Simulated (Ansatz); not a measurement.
**SiC (F-43m), clamped-ion strain scan**

These are results of Ansatz, DFT PBE, scalar-relativistic, plane waves, PAW, not measurements. The runs took a 420 eV cutoff, a Γ-centred 10×10×10 mesh and Gaussian smearing (0.05 eV). No spin polarisation. Energies are free energies at this smearing, counted from the undisturbed cell; pressure is positive in compression.

The undisturbed cell (relaxed at this level):

```
CELL_PARAMETERS angstrom
0.00000 2.18986 2.18986
2.18986 0.00000 2.18986
2.18986 2.18986 0.00000
ATOMIC_POSITIONS crystal
Si 0.00000 0.00000 0.00000
C 0.75000 0.75000 0.75000
```

The cell is strained by ε times the Voigt pattern (0, 0, 0, 0, 1, 0) (xx, yy, zz, yz, xz, xy; engineering shear) with fractional coordinates fixed.

| ε | ΔE (meV/atom) | stress summed along the pattern (GPa, tension positive) | pressure (GPa) | gap on the mesh (eV) |
| --- | --- | --- | --- | --- |
| -0.0600 | 31.1 | ? | 1.0 | ? |
| -0.0300 | ? | -7.89 | ? | 1.25 |
| 0.0000 | 0.0 | 0.00 | 0.0 | 1.37 |
| 0.0075 | 0.5 | 1.97 | 0.0 | 1.35 |
| 0.0150 | 2.0 | 3.94 | 0.1 | 1.32 |
| 0.0225 | 4.4 | 5.92 | 0.1 | 1.29 |
| 0.0375 | 12.1 | 9.87 | 0.4 | 1.21 |
| 0.0450 | 17.5 | 11.86 | 0.6 | 1.17 |
| 0.0525 | 23.8 | 13.84 | 0.8 | 1.12 |

By symmetry 0.0600 repeats -0.0600, -0.0450 repeats 0.0450, 0.0300 repeats -0.0300, -0.0150 repeats 0.0150 in energy; the slope of the energy along the path changes sign there.

Q: Give the withheld values.

A: stress summed along the pattern (GPa, tension positive) at ε = -0.0600: -15.84; gap on the mesh (eV) at ε = -0.0600: 1.07; ΔE (meV/atom) at ε = -0.0300: 7.8; pressure (GPa) at ε = -0.0300: 0.3.